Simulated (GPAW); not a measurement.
# HfN (P6_3/mmc) in GPAW: notebook

The runs below take HfN through band structure, single point, with r2SCAN, TB-mBJ.

Everything below comes from runs of GPAW 26.7.0. Logs are shortened: lines on timing, memory, paths and dates and some standing lists are left out, and cuts for length are marked. The log counts tension as positive stress, the text compression.

## (1) The structure

Symmetry: P6_3/mmc, No. 194, hexagonal system. Conventional cell: a = 3.134 Å, b = 3.134 Å, c = 5.417 Å, α = 90.00°, β = 90.00°, γ = 120.00°. Hf (site symmetry -6m2) is surrounded by 6 N at 2.26 Å. N (site symmetry -3m) is surrounded by 6 Hf at 2.26 Å.

The cell comes from a database or a generator and needn't be the stable form of this composition.

## (2) Band structure, r2SCAN

The input, run.py:

```python
from ase import Atoms
from ase.dft.bandgap import bandgap
from ase.io import write
from ase.units import GPa
from gpaw import GPAW, PW

atoms = Atoms(['Hf', 'Hf', 'N', 'N'],
              cell=[[3.1339080219, 0.0, 0.0],
                    [-1.566954011, 2.7140439601, 0.0],
                    [0.0, 0.0, 5.41676772]],
              scaled_positions=[[0.3333333333, 0.6666666667, 0.25],
                                [0.6666666667, 0.3333333333, 0.75],
                                [0.0, 0.0, 0.5],
                                [0.0, 0.0, 0.0]],
              pbc=True)

calc = GPAW(mode=PW(800),
            xc='MGGA_X_R2SCAN+MGGA_C_R2SCAN',
            kpts={'size': (7, 7, 4), 'gamma': True},
            occupations={'name': 'fermi-dirac', 'width': 0.05},
            nbands=33,
            convergence={'density': 1e-05, 'energy': 1e-05},
            maxiter=150,
            txt='gpaw.txt')
atoms.calc = calc
energy = atoms.get_potential_energy()
forces = atoms.get_forces()
stress = atoms.get_stress()
calc.write('gs.gpw')
write('result.traj', atoms)
print(f'Energy: {energy:.6f} eV')
print('Forces (eV/A):')
print(forces.round(4))
print('Stress (GPa):', (stress / GPa).round(3))
print('Fermi level:', round(calc.get_fermi_level(), 4), 'eV')
print(f'Gap: {bandgap(calc)[0]:.4f} eV, direct: {bandgap(calc, direct=True)[0]:.4f} eV')

path = atoms.cell.bandpath('GMKGALHA,LM,KH', npoints=60, eps=1e-4)
bs_calc = calc.fixed_density(kpts=path, symmetry='off', nbands=47,
                             convergence={'bands': 'CBM+6.0', 'eigenstates': 1e-6}, txt='bands.txt')
bs = bs_calc.band_structure()
bs.write('bs.json')
print(f'Gap on the path: {bandgap(bs_calc)[0]:.4f} eV')
```

Potentials or basis: GPAW PAW data sets (gpaw-data 1.2.1), pw.

The run is started by

```sh
OMP_NUM_THREADS=1 python run.py
```

gpaw.txt:

```text
__  _  _
 | _ |_)|_||  |
 |__||  | ||/\| - 26.7.0

Input parameters:
  mode=PW(ecut=800.0),
  convergence={'density': 1e-05, 'energy': 1e-05},
  kpts=MonkhorstPack(size=(7, 7, 4), gamma=True),
  maxiter=150,
  nbands=33,
  occupations=Occupations(name='fermi-dirac', width=0.05),
  xc=XC(name='MGGA_X_R2SCAN+MGGA_C_R2SCAN')

Diagonalizing LCAO Hamiltonian
Converting LCAO to pw mode

            Hf

       N Hf

       N

Atoms  # Å, Bohr magnetons
|   | symbol |         x |        y |        z |    initial magnetic moments |
|---|--------|-----------|----------|----------|-----------------------------|
| 0 |     Hf | -0.000000 | 1.809363 | 1.354192 | ( 0.0000,  0.0000,  0.0000) |
| 1 |     Hf |  1.566954 | 0.904681 | 4.062576 | ( 0.0000,  0.0000,  0.0000) |
| 2 |      N |  0.000000 | 0.000000 | 2.708384 | ( 0.0000,  0.0000,  0.0000) |
| 3 |      N |  0.000000 | 0.000000 | 0.000000 | ( 0.0000,  0.0000,  0.0000) |

Unit cell  # Å
| periodic |         x |        y |        z |  lengths |     angles |
|----------|-----------|----------|----------|----------|------------|
|      yes |  3.133908 | 0.000000 | 0.000000 | 3.133908 |  90.000000 |
|      yes | -1.566954 | 2.714044 | 0.000000 | 3.133908 |  90.000000 |
|      yes |  0.000000 | 0.000000 | 5.416768 | 5.416768 | 120.000000 |

Number of symmetries: 12
Symmetry operations  # r_c * U_cc + t_c -> r_c
|    | kind |            matrix            |
|----|------|------------------------------|
|  0 |  σ   |  1, 1, 0,  0,-1, 0,  0, 0, 1 |
|  1 |  S6  |  1, 1, 0, -1, 0, 0,  0, 0,-1 |
|  2 |  E   |  1, 0, 0,  0, 1, 0,  0, 0, 1 |
|  3 |  C2  |  1, 0, 0, -1,-1, 0,  0, 0,-1 |
|  4 |  C2  |  0, 1, 0,  1, 0, 0,  0, 0,-1 |
|  5 |  C3  |  0, 1, 0, -1,-1, 0,  0, 0, 1 |
|  6 |  S6  |  0,-1, 0,  1, 1, 0,  0, 0,-1 |
|  7 |  σ   |  0,-1, 0, -1, 0, 0,  0, 0, 1 |
|  8 |  σ   | -1, 0, 0,  1, 1, 0,  0, 0, 1 |
|  9 |  i   | -1, 0, 0,  0,-1, 0,  0, 0,-1 |
| 10 |  C3  | -1,-1, 0,  1, 0, 0,  0, 0, 1 |
| 11 |  C2  | -1,-1, 0,  0, 1, 0,  0, 0,-1 |

BZ-sampling:
  Number of BZ points: 196
  Number of IBZ points: 28

  Monkhorst-Pack size: [7, 7, 4]
  Monkhorst-Pack shift: [0.0, 0.0, 0.125]

K-points  # in reciprocal-cell coordinates
|     |                                coordinates |     weight |
|-----|--------------------------------------------|------------|
|   0 | (  0.00000000,   0.00000000,   0.00000000) | 0.00510204 |
|   1 | (  0.00000000,   0.00000000,   0.25000000) | 0.01020408 |
|   2 | (  0.00000000,   0.00000000,   0.50000000) | 0.00510204 |
|   3 | (  0.14285714,   0.00000000,  -0.25000000) | 0.03061224 |
|   4 | (  0.14285714,   0.00000000,   0.00000000) | 0.03061224 |
|   5 | (  0.14285714,   0.00000000,   0.25000000) | 0.03061224 |
|   6 | (  0.14285714,   0.00000000,   0.50000000) | 0.03061224 |
|   7 | (  0.28571429,  -0.14285714,   0.00000000) | 0.03061224 |
|   8 | (  0.28571429,  -0.14285714,   0.25000000) | 0.06122449 |
|   9 | (  0.28571429,  -0.14285714,   0.50000000) | 0.03061224 |
| ... |                                            |            |
|  27 | (  0.42857143,   0.42857143,   0.50000000) | 0.03061224 |

Plane wave coefficients: 2400
Cutoff: 800.0 eV

Spin-components: 1 (collinear spins)
Bands:           33
Projectors:      22
Spin-degeneracy: 2
Datatype:        complex128

Parallelization:
  kpt:    1
  domain: 1
  band:   1

Density:
  Valence electrons: 34.0
  Components: 1
  Grid points: [21 21 36]
  Charge: 0.0  # |e|

Potential:
  Grid points: [21 21 36]

species:
  Hf:
    name:    Hafnium
    Z:       72.0
    valence: 12
    core:    60
    charge:  0.0  # [|e|]
    compensation charges:
      type: gauss
      rc: 0.41  # [Å]
      lmax: 2
    cutoffs:
      filter: 2.36  # [Å]
      core: 4.02  # [Å]
    projectors
    | kind |    occ | energy [eV] | rcut [Å] |
    |------|--------|-------------|----------|
    |   5s |  2.000 |     -66.831 |    1.397 |
    |   6s |  2.000 |      -5.097 |    1.397 |
    |   5p |  6.000 |     -35.599 |    1.307 |
    |   6p |  0.000 |      -1.401 |    1.307 |
    |   5d |  2.000 |      -2.699 |    1.334 |
    |    d |        |      24.513 |    1.334 |

    Using partial waves for Hf as LCAO basis

  N:
    name:    Nitrogen
    Z:       7.0
    valence: 5
    core:    2
    charge:  0.0  # [|e|]
    compensation charges:
      type: gauss
      rc: 0.18  # [Å]
      lmax: 2
    cutoffs:
      filter: 1.11  # [Å]
      core: 0.96  # [Å]
    projectors
    | kind |    occ | energy [eV] | rcut [Å] |
    |------|--------|-------------|----------|
    |   2s |  2.000 |     -18.583 |    0.603 |
    |   2p |  3.000 |      -7.089 |    0.529 |
    |    s |        |       8.629 |    0.603 |
    |    p |        |      20.123 |    0.529 |
    |    d |        |       0.000 |    0.577 |

    Using partial waves for N as LCAO basis

Reference energy: -822735.673559  # eV

eigensolver:
  PPCG
  Converge bands: occupied
  niter=2

density mixing:
  MSR1-Mixer
  Pratt-step length: 0.05
  Maximum mixing coefficient: 0.75
  Old densities: 10
  SVD Regularization: 0.005
  Good broyden scale: 1.0
  Trust region scale: 1.0
  Backstep threshold: 4.0
  History deletion threshold: 6.0
  Fourier metric: weight=20.0, sigma=0.015

occupation numbers:
  Fermi-Dirac:
    width: 0.0500  # eV

poisson solver:
  ecut: 6400.0  # eV

xc functional:
  name: MGGA_X_R2SCAN+MGGA_C_R2SCAN with 2 nearest neighbor stencil

convergence criteria:
- Maximum integral of absolute [dens]ity change: 1e-05 electrons / valence electron
- Maximum [total energy] change in last 3 cyles: 1e-05 eV / valence electron
- Maximum integral of absolute [eigenst]ate change: 4e-08 eV^2 / valence electron
maximum number of iterations: 150

SCF iterations
|iter     | |      energy | eigst |  dens |
|---------|-|-------------|-------|-------|
|iter:   1| |  -77.148174 | -0.01 |       |
|iter:   2| |  -68.700264 | -1.42 | -0.90 |
|iter:   3| |  -66.562224 | -1.02 | -0.96 |
|iter:   4| |  -66.647481 | -2.25 | -1.59 |
|iter:   5| |  -66.679920 | -2.76 | -1.83 |
|iter:   6| |  -66.679911 | -4.36 | -2.86 |
|iter:   7| |  -66.679909c| -5.11 | -3.15 |
|iter:   8| |  -66.679914c| -5.94 | -3.43 |
|iter:   9| |  -66.679916c| -6.89 | -4.07 |
|iter:  10| |  -66.679916c| -7.59c| -4.83 |
|iter:  11| |  -66.679916c| -8.09c| -5.36c|

Converged in 11 steps
Energy contributions relative to reference atoms: (reference = -822735.673559)

Energy contributions:
  Kinetic:          60.966996
  Coulomb:         -59.349115
  Zero:             -0.700561
  External:          0.000000
  Xc:              -67.592087
  Entropy:          -0.010298
  Spinorbit:         0.000000
  ----------------------------
  Free energy:     -66.685065
  Extrapolated:    -66.679916

dipole moment: (-7.781247, -13.477515, -13.449428)  # |e|*Ang

Fermi level: 13.278
Eigenvalues  # (at kpt = [0.000, 0.000, 0.000])
| band index |      eig [eV] | occ [0-2] |
|------------|---------------|-----------|
|          0 |       -50.722 |     2.000 |
|        ... |               |           |
|          9 |        -1.817 |     2.000 |
|         10 |         4.570 |     2.000 |
|         11 |         8.452 |     2.000 |
|         12 |         8.452 |     2.000 |
|         13 |         9.606 |     2.000 |
|         14 |         9.606 |     2.000 |
|         15 |        11.515 |     2.000 |
|         16 |        13.034 |     1.985 |
|         17 |        14.344 |     0.000 |
|         18 |        14.344 |     0.000 |
|         19 |        14.764 |     0.000 |
|         20 |        15.520 |     0.000 |
|         21 |        15.520 |     0.000 |
|         22 |        15.575 |     0.000 |
|         23 |        19.370 |     0.000 |
|         24 |        19.370 |     0.000 |
|        ... |               |           |
|         32 |        34.068 |     0.000 |

No gap
No difference between direct/indirect transitions

Forces  # eV/Ang
|        x |        y |        z |
|----------|----------|----------|
|  0.00000 |  0.00000 |  0.00005 |  # Hf   0
| -0.00000 |  0.00000 | -0.00005 |  # Hf   1
|  0.00000 | -0.00000 |  0.00000 |  # N    2
|  0.00000 | -0.00000 |  0.00000 |  # N    3

Stress tensor  # eV/Ang^3
|         x |         y |         z |
|-----------|-----------|-----------|
| -0.018708 | -0.000000 |  0.000000 |
| -0.000000 | -0.018708 | -0.000000 |
|  0.000000 | -0.000000 | -0.017628 |

# Writing to gs.gpw (mode='')
```

Run time: 4.1 min. Hardware: 1 thread of Arm Neoverse V2, shared host; peak memory 0.51 GiB.

Results:

* Free energy: -66.6851 eV
* Pressure: 2.9 GPa
* Band gap along the path: none (metal or under the smearing width)

Levels at the corners of the path, in eV from the Fermi level:
```
point  band 15  band 16  band 17  band 18  band 19  band 20
    Γ    -3.67    -1.76    -0.24     1.07     1.07     1.49
    M    -3.36    -2.67    -2.49     2.69     3.16     4.85
    K    -5.99    -3.35     0.30     0.30     4.65     4.65
    Γ    -3.67    -1.76    -0.24     1.07     1.07     1.49
    A    -4.46    -4.46     2.19     2.19     3.26     3.26
    L    -4.58    -4.58    -0.11    -0.11     5.14     5.14
    H    -4.53    -4.53     0.70     0.70     3.43     3.43
    A    -4.46    -4.46     2.19     2.19     3.26     3.26
    L    -4.58    -4.58    -0.11    -0.11     5.14     5.14
    M    -3.36    -2.67    -2.49     2.69     3.16     4.85
    K    -5.99    -3.35     0.30     0.30     4.65     4.65
    H    -4.53    -4.53     0.70     0.70     3.43     3.43
```

Caveat: the PAW data sets were made with another functional, which shifts forces and pressure a little; spin-orbit coupling is left out, which moves the levels of the heavy elements.

## (3) Single point, TB-mBJ

The input, run.py:

```python
from ase import Atoms
from ase.dft.bandgap import bandgap
from ase.io import write
from gpaw import GPAW, PW

atoms = Atoms(['Hf', 'Hf', 'N', 'N'],
              cell=[[3.1339080219, 0.0, 0.0],
                    [-1.566954011, 2.7140439601, 0.0],
                    [0.0, 0.0, 5.41676772]],
              scaled_positions=[[0.3333333333, 0.6666666667, 0.25],
                                [0.6666666667, 0.3333333333, 0.75],
                                [0.0, 0.0, 0.5],
                                [0.0, 0.0, 0.0]],
              pbc=True)

calc = GPAW(mode=PW(800),
            xc='TB09',
            kpts={'size': (8, 8, 4), 'gamma': True},
            occupations={'name': 'fermi-dirac', 'width': 0.05},
            nbands=33,
            convergence={'density': 1e-05, 'energy': 1e-05},
            eigensolver='cg',
            maxiter=150,
            txt='gpaw.txt')
atoms.calc = calc
energy = atoms.get_potential_energy()
calc.write('gs.gpw')
write('result.traj', atoms)
print('Fermi level:', round(calc.get_fermi_level(), 4), 'eV')
print(f'Gap: {bandgap(calc)[0]:.4f} eV, direct: {bandgap(calc, direct=True)[0]:.4f} eV')
```

Potentials or basis: GPAW PAW data sets for LDA (gpaw-data 1.2.1), pw.

The run is started by

```sh
OMP_NUM_THREADS=1 python run.py
```

Run time: 4.5 min. Hardware: 1 thread of Arm Neoverse V2, shared host; peak memory 0.36 GiB.

It converged, with:

| Property | Result |
| --- | --- |
| Band gap on the k mesh | none (metal or under the smearing width) |

Levels at points of the mesh, in eV from the Fermi level:
| k point | band 15 | band 16 | band 17 | band 18 | band 19 | band 20 |
| --- | --- | --- | --- | --- | --- | --- |
| (0.00, 0.00, 0.00) | -4.06 | -2.18 | -0.30 | 0.88 | 0.88 | 1.40 |
| (0.00, 0.00, 0.50) | -4.78 | -4.78 | 2.00 | 2.00 | 2.98 | 2.98 |
| (0.50, 0.50, 0.00) | -3.72 | -2.91 | -2.55 | 2.61 | 2.94 | 4.60 |
| (0.50, 0.50, 0.50) | -4.91 | -4.91 | -0.13 | -0.13 | 4.84 | 4.84 |

Caveat: a model potential gives levels but no total energy; the PAW data sets were made with another functional, which shifts forces and pressure a little.
